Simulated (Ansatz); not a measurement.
## ZrO2

The computed numbers are results of PBE with spin–orbit coupling (two-component spinors) in the plane-wave PAW code Ansatz at 420 eV, 8×8×6 k-mesh, Gaussian smearing of 0.05 eV. The datasets are Ansatz's generated set soft_2.

```cif
data_structure
_symmetry_space_group_name_H-M 'P4_2/nmc:1'
_symmetry_Int_Tables_number 137
_cell_length_a 3.6211
_cell_length_b 3.6211
_cell_length_c 5.2825
_cell_angle_alpha 90.000
_cell_angle_beta 90.000
_cell_angle_gamma 90.000
_cell_volume 69.27
loop_
_atom_site_label
_atom_site_type_symbol
_atom_site_symmetry_multiplicity
_atom_site_Wyckoff_symbol
_atom_site_fract_x
_atom_site_fract_y
_atom_site_fract_z
_atom_site_occupancy
Zr1 Zr 2 a 0.00000 0.00000 0.00000 1
O1 O 4 d 0.00000 0.50000 0.19281 1
```

The chain of runs began from a cell as deposited in COD, expanded in volume.

The pressure at this geometry is 0.0 GPa.

**Question.** Which orbitals make up the states within about 0.6 eV of each band edge?

**Answer.** Valence edge: O 2p 94 %. Conduction edge: Zr 4d 93 %. Shares are among the projected shells; the gap is 4.04 eV.

Density of states (tetrahedra, averaged over 0.3 eV; states/eV per cell of 6 atoms; energy in eV from the Fermi level; projections on Löwdin-orthogonalised atomic orbitals, summed over sites):

```tsv
E	total	O 2p	Zr 4d	Zr 5s	O 2s	Zr 4p
-5.80	5.8	4.0	1.6	0.1	0.0	0.1
-5.50	5.5	4.0	1.3	0.1	0.0	0.0
-5.20	5.5	4.2	1.0	0.1	0.0	0.1
-4.90	4.9	3.9	0.7	0.1	0.1	0.1
-4.60	4.7	3.8	0.6	0.1	0.1	0.1
-4.30	3.2	2.6	0.4	0.1	0.1	0.0
-4.00	3.1	2.5	0.4	0.0	0.0	0.0
-3.70	5.8	4.9	0.6	0.1	0.1	0.1
-3.40	6.2	5.3	0.7	0.1	0.1	0.1
-3.10	6.9	5.9	0.7	0.0	0.0	0.1
-2.80	6.0	5.2	0.5	0.0	0.0	0.0
-2.50	6.6	6.1	0.4	0.0	0.0	0.0
-2.20	5.6	5.2	0.2	0.0	0.0	0.0
-1.90	0.0	0.0	0.0	0.0	0.0	0.0
-1.60	0.0	0.0	0.0	0.0	0.0	0.0
-1.30	0.0	0.0	0.0	0.0	0.0	0.0
-1.00	0.0	0.0	0.0	0.0	0.0	0.0
-0.70	0.0	0.0	0.0	0.0	0.0	0.0
-0.40	0.0	0.0	0.0	0.0	0.0	0.0
-0.10	0.0	0.0	0.0	0.0	0.0	0.0
0.20	0.0	0.0	0.0	0.0	0.0	0.0
0.50	0.0	0.0	0.0	0.0	0.0	0.0
0.80	0.0	0.0	0.0	0.0	0.0	0.0
1.10	0.0	0.0	0.0	0.0	0.0	0.0
1.40	0.0	0.0	0.0	0.0	0.0	0.0
1.70	0.0	0.0	0.0	0.0	0.0	0.0
2.00	0.0	0.0	0.0	0.0	0.0	0.0
2.30	0.4	0.0	0.4	0.0	0.0	0.0
2.60	5.9	0.4	5.3	0.0	0.1	0.0
2.90	9.7	1.0	8.5	0.1	0.1	0.0
3.20	9.3	1.4	7.6	0.1	0.1	0.0
3.50	1.4	0.3	1.0	0.0	0.0	0.0
3.80	0.0	0.0	0.0	0.0	0.0	0.0
```

Formal charges Zr⁴⁺, O²⁻ balance and leave closed shells on every ion, so a band insulator is expected, and the gap is 4.04 eV.

Crossing the gap moves an electron from the anion's filled p shell to the metal's empty orbitals, as in ionic insulators.

Semilocal functionals underestimate band gaps, commonly by a third or more.
